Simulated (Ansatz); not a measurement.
Ti, fcc type; equations of state without spin from Ansatz PAW hard set, 700 eV.

PBE (k-mesh 23³, smearing 0.061 eV) gives V₀ = 17.394 Å³/atom and B₀ = 108 GPa.

Problem. What does r²SCAN give (700 eV, k-mesh 14³, smearing 0.1 eV)?

Solution. V₀ = 17.404 Å³/atom (+0.1 %) and B₀ = 111 GPa (+3 %).

This cubic structure is a model: it isn't the usual form of the substance at ambient conditions, and such phases are metastable or hypothetical. The k-mesh is modest, so these values aren't fully converged in k. Potentials made with PBE were used with another functional (at least in: Ansatz PAW hard set, 700 eV (r²SCAN)).
